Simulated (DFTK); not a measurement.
# In under changes of volume

One of the cells (26.144 Å³/atom); the others are scaled copies at fixed shape and fractional positions:

```
In
1.0
    -1.62547    1.62547    2.47370
     1.62547   -1.62547    2.47370
     1.62547    1.62547   -2.47370
In
1
Direct
  0.00000 0.00000 0.00000
```

```yaml
Program: DFTK 0.8.2
Functional: PBE
Potentials_or_basis: dojo.nc.sr.pbe.v0_5.stringent.upf (PBE)
Cutoff: 1116 eV
k_mesh: 6 × 6 × 6
Occupations: fermi-dirac, width 0.05 eV
Spin: no spin polarisation
```

```csv
volume (Å³/atom),energy over the lowest point (meV/atom),pressure (GPa)
24.575,?,?
25.098,22.03,3.4
25.621,12.29,2.4
26.144,5.54,1.5
26.666,1.52,0.7
27.189,0.00,0.0
27.712,0.78,-0.7
```

Question: What does the run at 24.575 Å³/atom give?

Answer: Energy over the lowest point 35.10 meV/atom; pressure 4.6 GPa.

Worked out: A Birch-Murnaghan fit of order 3 (a polynomial in V^(-2/3)) to the other rows has its minimum at 27.27 Å³/atom with B0 = V·E''(V) = 36 GPa and B' = 3.5 at fixed shape and positions, which overstates the stiffness. It gives 35.02 meV/atom at 24.575 Å³/atom, against the run's 35.10, and -dE/dV = 4.5 GPa, against 4.6.

Energies are extrapolated to zero smearing.

Caveats: all runs use coarse meshes.
